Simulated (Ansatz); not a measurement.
Write the native input for Ansatz 0.2.0 that does the following.

* Task: single point
* Functional: PBE
* Potentials or basis: Ansatz PAW
* Cutoff: 420 eV (not typed: the program's choice for these potentials)
* k mesh: 12 × 12 × 6
* Occupations: gaussian, width 0.016 eV
* Spin: no spin polarisation

Crystal: BN.

```xyz
4
Lattice="2.5539 0.0000 0.0000 -1.2770 2.2118 0.0000 0.0000 0.0000 4.2269" Properties=species:S:1:pos:R:3 pbc="T T T"
N     0.0000    1.4745    0.5295
N     1.2770    0.7373    2.6430
B     0.0000    1.4745    2.1123
B     1.2770    0.7373    4.2257
```

Measurements of this composition are mostly on another form, of space group No. 194.

These files were run (other wordings do the same):

input.yaml

```yaml
crystal:
  lattice:
    - [2.5539396017, 0.0, 0.0]
    - [-1.2769698009, 2.2117765748, 0.0]
    - [0.0, 0.0, 4.226855]
  atoms:
    - { symbol: "N", position: [0.3333333333, 0.6666666667, 0.125276] }
    - { symbol: "N", position: [0.6666666667, 0.3333333333, 0.625276] }
    - { symbol: B, position: [0.3333333333, 0.6666666667, 0.499724] }
    - { symbol: B, position: [0.6666666667, 0.3333333333, 0.999724] }
hamiltonian:
  xc: pbe
  pseudopotentials: { kind: paw }
kpoints:
  mp_grid: { grid: [12, 12, 6] }
scf:
  occupations: { method: gaussian, width: 0.016 }
output:
  forces: true
  stress: true
  eigenvalues: true
  write_density: true
  write_potential: true
  elf: true
  volumetric_format: npy
```

Potentials or basis: Ansatz PAW.

The run is started by

```console
$ ansatz run input.yaml --threads 2 --pin off --max-ram 5632MiB --backend cpu --events-out ev --progress --plain --runs-dir out
```

It gave:

| Item | Value |
| --- | --- |
| Pressure | 0.0 GPa |
| Largest force | 0.016 eV/Å |
| Band gap on the k mesh | 5.21 eV, indirect (least direct gap 8.24 eV) |

Caveat: the pressure holds a Pulay correction of +1.1 GPa for the finite cutoff.

Run time: 5.8 s on 2 threads of Intel(R) Xeon(R) Processor @ 2.50GHz (Skylake/Cascade Lake), on a shared host, peak memory 0.33 GiB.
